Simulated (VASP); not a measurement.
# TePb (Fm-3m) in VASP: settings compared

Aim: see how the results for TePb move with the level of theory and the settings. Levels: PBE, r2SCAN. Tasks: single point.

All numbers are computed with VASP 6.6.1; they aren't measurements. Logs are shortened: lines on timing, memory, paths and dates and some standing lists are left out, and cuts for length are marked.

**What was measured.**

A printed reference work, monograph reports, for a bulk crystal of TePb at 4.2 K: band gap 0.19 eV (direct).

How close the calculation comes is told below.

### Step 1. The cell of the first run

It takes space group Fm-3m (No. 225, cubic). The conventional cell has a = 6.573 Å, b = 6.573 Å, c = 6.573 Å, α = 90.00°, β = 90.00°, γ = 90.00°. Within 4.3 Å of Te (site symmetry m-3m) lie 6 Pb at 3.29 Å. Within 4.3 Å of Pb (site symmetry m-3m) lie 6 Te at 3.29 Å.

### Step 2. Single point, PBE

Input file INCAR:

```
PREC = Accurate
ENCUT = 520
EDIFF = 1E-6
ISMEAR = -1
SIGMA = 0.02
LREAL = F
LASPH = T
NELM = 60
ALGO = Normal
ISIF = 2
LWAVE = F
LCHARG = F
GGA = PE
NBANDS = 17
```

Input file KPOINTS:

```
regular mesh
0
Gamma
  8 8 8
```

Input file POSCAR:

```
TePb
1.0
    0.0000000000      3.2862914314      3.2862914314
    3.2862914314      0.0000000000      3.2862914314
    3.2862914314      3.2862914314      0.0000000000
Te Pb
1 1
Direct
    0.5000000000      0.5000000000      0.5000000000
    0.0000000000      0.0000000000      0.0000000000
```

Potentials or basis: VASP PAW PBE potentials, release 64 (Te, Pb_d).

The run is started by

```sh
> cat potpaw_PBE.64/Te/POTCAR potpaw_PBE.64/Pb_d/POTCAR > POTCAR
> mpirun -np 1 vasp_std > vasp.out
```

OUTCAR:

```text
PREC = Accurate
   ENCUT = 520
   EDIFF = 1E-6
   ISMEAR = -1
   LREAL = F
   LASPH = T
   NELM = 60
   ISIF = 2
   GGA = PE

 ion  position               nearest neighbor table
   1  0.500  0.500  0.500-   2 3.29   2 3.29   2 3.29   2 3.29   2 3.29   2 3.29
   2  0.000  0.000  0.000-   1 3.29   1 3.29   1 3.29   1 3.29   1 3.29   1 3.29

  LATTYP: Found a face centered cubic cell.
 ALAT       =     6.5725828628

  Lattice vectors:

 A1 = (   0.0000000000,   3.2862914314,   3.2862914314)
 A2 = (   3.2862914314,   0.0000000000,   3.2862914314)
 A3 = (   3.2862914314,   3.2862914314,   0.0000000000)

Analysis of symmetry for initial positions (statically):
=====================================================================
 Subroutine PRICEL returns:
 Original cell was already a primitive cell.

 Routine SETGRP: Setting up the symmetry group for a
 face centered cubic supercell.

 Subroutine GETGRP returns: Found 48 space group operations
 (whereof 48 operations were pure point group operations)
 out of a pool of 48 trial point group operations.

The static configuration has the point symmetry O_h .

Analysis of symmetry for dynamics (positions and initial velocities):
=====================================================================
 Subroutine PRICEL returns:
 Original cell was already a primitive cell.

 Routine SETGRP: Setting up the symmetry group for a
 face centered cubic supercell.

 Subroutine GETGRP returns: Found 48 space group operations
 (whereof 48 operations were pure point group operations)
 out of a pool of 48 trial point group operations.

The dynamic configuration has the point symmetry O_h .

 Subroutine INISYM returns: Found 48 space group operations
 (whereof 48 operations are pure point group operations),
 and found     1 'primitive' translations

----------------------------------------------------------------------------------------

                                     Primitive cell

  volume of cell :      70.9820

  direct lattice vectors                    reciprocal lattice vectors
     0.000000000  3.286291431  3.286291431    -0.152147188  0.152147188  0.152147188
     3.286291431  0.000000000  3.286291431     0.152147188 -0.152147188  0.152147188
     3.286291431  3.286291431  0.000000000     0.152147188  0.152147188 -0.152147188

  length of vectors
     4.647517912  4.647517912  4.647517912     0.263526660  0.263526660  0.263526660

  position of ions in fractional coordinates (direct lattice)
     0.500000000  0.500000000  0.500000000
     0.000000000  0.000000000  0.000000000

  ion indices of the primitive-cell ions
   primitive index   ion index
                 1           1
                 2           2

----------------------------------------------------------------------------------------

 KPOINTS: regular mesh

Automatic generation of k-mesh.
 Grid dimensions read from file:
 generate k-points for:    8    8    8

 Generating k-lattice:

  Cartesian coordinates                     Fractional coordinates (reciprocal lattice)
    -0.019018398  0.019018398  0.019018398     0.125000000  0.000000000  0.000000000
     0.019018398 -0.019018398  0.019018398     0.000000000  0.125000000  0.000000000
     0.019018398  0.019018398 -0.019018398     0.000000000  0.000000000  0.125000000

  Length of vectors
     0.032940832  0.032940832  0.032940832

  Shift w.r.t. Gamma in fractional coordinates (k-lattice)
     0.000000000  0.000000000  0.000000000

 Subroutine IBZKPT returns following result:
 ===========================================

 Found     29 irreducible k-points:

 Following reciprocal coordinates:
            Coordinates               Weight
  0.000000  0.000000  0.000000      1.000000
  0.125000  0.000000  0.000000      8.000000
  0.250000  0.000000  0.000000      8.000000
  0.375000  0.000000  0.000000      8.000000
  0.500000  0.000000  0.000000      4.000000
  0.125000  0.125000  0.000000      6.000000
[... 16 lines left out ...]
  0.500000  0.250000  0.125000     48.000000
 -0.375000  0.250000  0.125000     24.000000
 [... further k-points ...]
   k-points           NKPTS =     29   k-points in BZ     NKDIM =     29   number of bands    NBANDS=     17
   number of dos      NEDOS =    301   number of ions     NIONS =      2
   total plane-waves  NPLWV =  46656
   dimension x,y,z NGX =    36 NGY =   36 NGZ =   36
   dimension x,y,z NGXF=    72 NGYF=   72 NGZF=   72
   ions per type =               1   1
   NGX,Y,Z   is equivalent  to a cutoff of  12.88, 12.88, 12.88 a.u.
   NGXF,Y,Z  is equivalent  to a cutoff of  25.76, 25.76, 25.76 a.u.
 SYSTEM =  unknown system
   PREC   = accura    normal or accurate (medium, high low for compatibility)
   ISTART =      0    job   : 0-new  1-cont  2-samecut
   ICHARG =      2    charge: 1-file 2-atom 10-const
   ISPIN  =      1    spin polarized calculation?
   LNONCOLLINEAR =      F non collinear calculations
   LSORBIT =      F    spin-orbit coupling
   LASPH  =      T    aspherical Exc in radial PAW
   ENCUT  =  520.0 eV  38.22 Ry    6.18 a.u.   8.64  8.64  8.64*2*pi/ulx,y,z
   NELM   =     60;   NELMIN=  2; NELMDL= -5     # of ELM steps
   EDIFF  = 0.1E-05   stopping-criterion for ELM
   LREAL  =      F    real-space projection
   EDIFFG = 0.1E-04   stopping-criterion for IOM
   NSW    =      0    number of steps for IOM
   IBRION =     -1    ionic relax: 0-MD 1-quasi-New 2-CG
   NFREE  =      0    steps in history (QN), initial steepest desc. (CG)
   ISIF   =      2    stress and relaxation
   ISYM   =      2    0-nonsym 1-usesym 2-fastsym
   POTIM  = 0.5000    time-step for ionic-motion
   TEBEG  =    0.0;   TEEND  =   0.0 temperature during run
   PSTRESS=    0.0 pullay stress
   NELECT =      20.0000    total number of electrons
   NUPDOWN=      -1.0000    fix difference up-down
   EMIN   =  10.00;   EMAX   =-10.00  energy-range for DOS
   EFERMI =   0.00;   METHOD = LEGACY
   ISMEAR =    -1;   SIGMA  =   0.02  broadening in eV -4-tet -1-fermi 0-gaus
   EFERMI_NEDOS =   21; number of points for ismear=-14 and -15
   IALGO  =     38    algorithm
   IMIX   =      4    mixing-type and parameters
     AMIX     =   0.40;   BMIX     =  1.00
     AMIX_MAG =   1.60;   BMIX_MAG =  1.00
  volume/ion in A,a.u.               =      35.49       239.51
  Fermi-wavevector in a.u.,A,eV,Ry     =   1.073253  2.028154 15.672168  1.151872
  Thomas-Fermi vector in A             =   2.209047
   LORBIT       =      0    0 simple, 1 ext, 2 COOP (PROOUT), +10 PAW based schemes
   GGA     = PE    functional components
   LHFCALC =     F    Hartree Fock is set to
   AEXX    =    0.0000 exact exchange contribution
   IVDW    =     0    specifies the selected vdW correction
   LEPSILON=     F    determine dielectric tensor
   LRPA    =     F    only Hartree local field effects (RPA)
 non-spin polarized calculation
  energy-cutoff  :      520.00
  volume of cell :       70.98
 maximum number of plane-waves:      1926
   NGX = 17   NGY = 17   NGZ = 17

 number of electron      19.9999999 magnetization

 Free energy of the ion-electron system (eV)
  ---------------------------------------------------
  ext. energy  EPLUGINS =         0.00000000
  ---------------------------------------------------
  free energy    TOTEN  =        -7.52296479 eV

  energy without entropy =       -7.52296479  energy(sigma->0) =       -7.52296479

 E-fermi :   5.3810     XC(G=0):  -9.0729

 val. band max:        4.9761362591   @ k =   0.5000   0.0000   0.0000
 cond. band min:       5.8113219259   @ k =   0.5000   0.0000   0.0000
 fundamental gap:      0.8351856668
 Fermi energy:         5.3810147829

 k-point     1 :       0.0000    0.0000    0.0000
  band No.  band energies     occupation
      1     -11.6636      2.00000
      2     -11.6636      2.00000
      3     -11.6581      2.00000
      4     -11.6581      2.00000
      5     -11.6581      2.00000
      6      -6.6261      2.00000
[... 9 lines left out ...]
     16      10.8945      0.00000
     17      12.3841      0.00000

 k-point     2 :       0.1250    0.0000    0.0000
  band No.  band energies     occupation
      1     -11.6650      2.00000
      2     -11.6650      2.00000
      3     -11.6577      2.00000
      4     -11.6563      2.00000
      5     -11.6563      2.00000
      6      -6.5018      2.00000
[... 9 lines left out ...]
     16      11.1751      0.00000
     17      13.3062      0.00000

 k-point     3 :       0.2500    0.0000    0.0000
  band No.  band energies     occupation
      1     -11.6692      2.00000
      2     -11.6692      2.00000
      3     -11.6569      2.00000
      4     -11.6513      2.00000
      5     -11.6513      2.00000
      6      -6.1457      2.00000
[... 9 lines left out ...]
     16      11.9453      0.00000
     17      15.0523      0.00000

 k-point     4 :       0.3750    0.0000    0.0000
  band No.  band energies     occupation
      1     -11.6735      2.00000
      2     -11.6735      2.00000
      3     -11.6561      2.00000
      4     -11.6461      2.00000
      5     -11.6461      2.00000
      6      -5.6406      2.00000
[... 9 lines left out ...]
     16      13.1273      0.00000
     17      15.4772      0.00000
[... 343 lines left out ...]
      1     -11.6801      2.00000
      2     -11.6645      2.00000
      3     -11.6589      2.00000
      4     -11.6482      2.00000
      5     -11.6470      2.00000
      6      -5.8566      2.00000
[... 9 lines left out ...]
     16      13.5583      0.00000
     17      13.9575      0.00000

 k-point    23 :       0.5000    0.2500    0.1250
  band No.  band energies     occupation
      1     -11.6842      2.00000
      2     -11.6677      2.00000
      3     -11.6558      2.00000
      4     -11.6468      2.00000
      5     -11.6437      2.00000
      6      -5.4149      2.00000
[... 9 lines left out ...]
     16      13.8806      0.00000
     17      14.9078      0.00000

 k-point    24 :      -0.3750    0.2500    0.1250
  band No.  band energies     occupation
      1     -11.6855      2.00000
      2     -11.6695      2.00000
      3     -11.6528      2.00000
      4     -11.6484      2.00000
      5     -11.6420      2.00000
      6      -5.1588      2.00000
[... 9 lines left out ...]
     16      14.7598      0.00000
     17      15.0366      0.00000

 [... further k-points ...]

------------------------ aborting loop because EDIFF is reached ----------------------------------------

  FORCE on cell =-STRESS in cart. coord.  units (eV):
  Direction    XX          YY          ZZ          XY          YZ          ZX
  --------------------------------------------------------------------------------------
  -------------------------------------------------------------------------------------
  Total       -0.0488054     -0.0488054     -0.0488054      0.0000000      0.0000000     -0.0000000
  in kB       -1.1016161     -1.1016161     -1.1016161      0.0000000      0.0000000     -0.0000000
  external PRESSURE =      -1.1016161 kB  Pullay stress =       0.0000000 kB

 VOLUME and BASIS-vectors are now :
 -----------------------------------------------------------------------------
  energy-cutoff  :      520.00
  volume of cell :       70.98
      direct lattice vectors                 reciprocal lattice vectors
     0.000000000  3.286291431  3.286291431    -0.152147188  0.152147188  0.152147188
     3.286291431  0.000000000  3.286291431     0.152147188 -0.152147188  0.152147188
     3.286291431  3.286291431  0.000000000     0.152147188  0.152147188 -0.152147188

 POSITION                                       TOTAL-FORCE (eV/Angst)
 -----------------------------------------------------------------------------------
      3.28629      3.28629      3.28629         0.000000      0.000000      0.000000
      0.00000      0.00000      0.00000         0.000000      0.000000      0.000000
 -----------------------------------------------------------------------------------
    total drift:                               -0.000000      0.000000      0.000000

  FREE ENERGIE OF THE ION-ELECTRON SYSTEM (eV)
  ---------------------------------------------------
  free  energy   TOTEN  =        -7.5229647888 eV

  energy  without entropy=       -7.5229647888  energy(sigma->0) =       -7.52296479
```

Run time: 14 s. Hardware: 1 thread of Intel Xeon 6975P-C (Granite Rapids), shared host; peak memory 0.22 GiB.

What came out:

```yaml
Free_energy: -7.5230 eV
Pressure: -0.1 GPa
Band_gap_on_the_k_mesh: 0.84 eV
```

Caveat: spin-orbit coupling is left out, which moves the levels of the heavy elements.

### Step 3. Single point, r2SCAN

This run uses another cell than the first one, of 32.83 Å³/atom.

Input file POSCAR:

```
TePb
1.0
    0.0000000000      3.2019480000      3.2019480000
    3.2019480000      0.0000000000      3.2019480000
    3.2019480000      3.2019480000      0.0000000000
Te Pb
1 1
Direct
    0.5000000000      0.5000000000      0.5000000000
    0.0000000000      0.0000000000      0.0000000000
```

Input file INCAR.step1:

```
PREC = Accurate
ENCUT = 520
ISMEAR = -1
SIGMA = 0.02
LREAL = F
LASPH = T
NELM = 100
NBANDS = 17
GGA = PE
ALGO = Normal
EDIFF = 1E-4
LWAVE = T
LCHARG = F
```

Input file INCAR.step2:

```
PREC = Accurate
ENCUT = 520
EDIFF = 1E-6
ISMEAR = -1
SIGMA = 0.02
LREAL = F
LASPH = T
NELM = 100
ALGO = Normal
ISIF = 2
LWAVE = F
LCHARG = F
METAGGA = R2SCAN
LMIXTAU = T
NBANDS = 17
ISTART = 1
```

KPOINTS is that of step 2.

Potentials or basis: VASP PAW PBE potentials, release 64 (Te, Pb_d).

The run is started by

```sh
> cat potpaw_PBE.64/Te/POTCAR potpaw_PBE.64/Pb_d/POTCAR > POTCAR
> cp INCAR.step1 INCAR
> mpirun -np 1 vasp_std > vasp.out
> cp INCAR.step2 INCAR
> mpirun -np 1 vasp_std > vasp.out
```

Wall time 51 s (1 thread of Intel Xeon 6975P-C (Granite Rapids), shared host); peak memory 0.23 GiB.

Results (log left out):

| Property | Result |
| --- | --- |
| Free energy | -82.6696 eV |
| Pressure | 2.9 GPa |
| Band gap on the k mesh | 0.96 eV |

Levels at points of the mesh, in eV from the valence-band top:
```tsv
k point	band 8	band 9	band 10	band 11	band 12	band 13
(0.00, 0.00, 0.00)	-1.63	-1.63	-1.63	4.36	4.36	4.36
(0.50, 0.00, 0.00)	-1.13	-1.13	0.00	0.96	1.32	1.32
(0.50, 0.50, 0.00)	-4.94	-3.16	-3.16	3.44	5.91	5.91
```

Caveat: the PAW data sets were made with another functional, which shifts forces and pressure a little; spin-orbit coupling is left out, which moves the levels of the heavy elements. A k mesh can miss the band edges.

### Step 4. Single point, r2SCAN

This run uses another cell than the first one, of 33.53 Å³/atom.

Input file POSCAR:

```
TePb
1.0
    0.0000000000      3.2244976700      3.2244976700
    3.2244976700      0.0000000000      3.2244976700
    3.2244976700      3.2244976700      0.0000000000
Te Pb
1 1
Direct
    0.5000000000      0.5000000000      0.5000000000
    0.0000000000      0.0000000000      0.0000000000
```

Input file INCAR.step1:

```
ALGO = Normal
EDIFF = 1E-4
ENCUT = 520
GGA = PE
ISMEAR = -1
LASPH = True
LCHARG = False
LREAL = False
LWAVE = True
NBANDS = 17
NELM = 100
PREC = Accurate
SIGMA = 0.02
```

Input file INCAR.step2:

```
ALGO = Normal
EDIFF = 1E-6
ENCUT = 520
ISIF = 2
ISMEAR = -1
ISTART = 1
LASPH = True
LCHARG = False
LMIXTAU = True
LREAL = False
LWAVE = False
METAGGA = R2SCAN
NBANDS = 17
NELM = 100
PREC = Accurate
SIGMA = 0.02
```

Input file KPOINTS:

```
k-points
0
Gamma
  8 8 8
```

The run is started by

```sh
> cat potpaw_PBE.64/Te/POTCAR potpaw_PBE.64/Pb_d/POTCAR > POTCAR
> cp INCAR.step1 INCAR
> mpirun -np 1 vasp_std > vasp.out
> cp INCAR.step2 INCAR
> mpirun -np 1 vasp_std > vasp.out
```

Run time: 54 s. Hardware: 1 thread of Intel Xeon 6975P-C (Granite Rapids), shared host; peak memory 0.24 GiB.

It converged, with:

* Free energy: -82.6906 eV
* Pressure: 1.8 GPa
* Band gap on the k mesh: 1.01 eV

Levels at points of the mesh, in eV from the valence-band top:
| k point | band 8 | band 9 | band 10 | band 11 | band 12 | band 13 |
| --- | --- | --- | --- | --- | --- | --- |
| (0.00, 0.00, 0.00) | -1.53 | -1.53 | -1.53 | 4.35 | 4.35 | 4.35 |
| (0.50, 0.00, 0.00) | -1.05 | -1.05 | 0.00 | 1.01 | 1.39 | 1.39 |
| (0.50, 0.50, 0.00) | -4.75 | -3.02 | -3.02 | 3.55 | 5.84 | 5.84 |

Caveat: the PAW data sets were made with another functional, which shifts forces and pressure a little; spin-orbit coupling is left out, which moves the levels of the heavy elements. A k mesh can miss the band edges.

### Step 5. Single point, r2SCAN

This run uses another cell than the first one, of 34.22 Å³/atom.

Input file POSCAR:

```
TePb
1.0
    0.0000000000      3.2467362900      3.2467362900
    3.2467362900      0.0000000000      3.2467362900
    3.2467362900      3.2467362900      0.0000000000
Te Pb
1 1
Direct
    0.5000000000      0.5000000000      0.5000000000
    0.0000000000      0.0000000000      0.0000000000
```

Input file INCAR.step1:

```
SYSTEM = TePb
  PREC = Accurate
  ENCUT = 520
  ISMEAR = -1
  SIGMA = 0.02
  LREAL = .FALSE.
  LASPH = .TRUE.
  NELM = 100
  NBANDS = 17
  GGA = PE
  ALGO = Normal
  EDIFF = 1E-4
  LWAVE = .TRUE.
  LCHARG = .FALSE.
```

Input file INCAR.step2:

```
SYSTEM = TePb
  PREC = Accurate
  ENCUT = 520
  EDIFF = 1E-6
  ISMEAR = -1
  SIGMA = 0.02
  LREAL = .FALSE.
  LASPH = .TRUE.
  NELM = 100
  ALGO = Normal
  ISIF = 2
  LWAVE = .FALSE.
  LCHARG = .TRUE.
  METAGGA = R2SCAN
  LMIXTAU = .TRUE.
  LELF = .TRUE.
  LVHAR = .TRUE.
  NBANDS = 17
  ISTART = 1
```

Input file KPOINTS:

```
regular mesh
0
G
  8 8 8
  0 0 0
```

The run is started by

```sh
> cat potpaw_PBE.64/Te/POTCAR potpaw_PBE.64/Pb_d/POTCAR > POTCAR
> cp INCAR.step1 INCAR
> mpirun -np 1 vasp_std > vasp.out
> cp INCAR.step2 INCAR
> mpirun -np 1 vasp_std > vasp.out
```

It took 50 s on 1 thread of Intel Xeon 6975P-C (Granite Rapids), shared host; peak memory 0.23 GiB.

It converged, with:

```yaml
Free_energy: -82.7025 eV
Pressure: 0.8 GPa
Band_gap_on_the_k_mesh: 1.05 eV
```

Levels at points of the mesh, in eV from the valence-band top:
| k point | band 8 | band 9 | band 10 | band 11 | band 12 | band 13 |
| --- | --- | --- | --- | --- | --- | --- |
| (0.00, 0.00, 0.00) | -1.44 | -1.44 | -1.44 | 4.33 | 4.33 | 4.33 |
| (0.50, 0.00, 0.00) | -0.97 | -0.97 | 0.00 | 1.05 | 1.45 | 1.45 |
| (0.50, 0.50, 0.00) | -4.57 | -2.88 | -2.88 | 3.65 | 5.77 | 5.77 |

Caveat: the PAW data sets were made with another functional, which shifts forces and pressure a little; spin-orbit coupling is left out, which moves the levels of the heavy elements.

(Continued in part 2 of 2.)
